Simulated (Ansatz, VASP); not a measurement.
TaSi3 in VASP and in Ansatz

```
Ta Si
1.0
     4.00874    0.00000    0.00000
     0.00000    4.00874    0.00000
     0.00000    0.00000    4.00874
Ta Si
1 3
Direct
  0.50000 0.50000 0.50000
  0.50000 0.00000 0.00000
  0.00000 0.50000 0.00000
  0.00000 0.00000 0.50000
```

Change from the starting cell: species swapped into the LiIn3 type (Pm-3m, No. 221).

Alike in both runs: task relaxation of cell and atoms; functional PBE; k mesh 4 × 4 × 4; occupations gaussian, width 0.1 eV; no spin polarisation.

|  | VASP | Ansatz |
| --- | --- | --- |
| version | VASP 6.6.1 | Ansatz 0.2.0 |
| potentials or method | VASP PAW PBE potentials, release 64 (Ta_pv, Si) | scalar-relativistic, plane waves, PAW |
| plane-wave cutoff (eV) | 600 | 420 |
| valence electrons in the cell | 23 | 25 |

```csv
,VASP,Ansatz,Ansatz less VASP
"gap on the k mesh at the Fermi level, each at its own relaxed structure (eV)",none,none,-
relaxed volume (Å³/atom),14.74,14.73,-0.004
relaxed cell length with the largest relative difference (Å),3.892,3.892,-0.0003
energy change over the relaxation (meV/atom),-50,-51,-0.5
```

A gap of «none» marks a metal or a gap that the smearing closes. The two sets of potentials don't hold the same shells in valence.

Caveats: the k mesh is coarse (spacing up to 0.39 Å⁻¹), so the values aren't converged. The runs have no spin-orbit coupling, so splittings on Ta are missing.
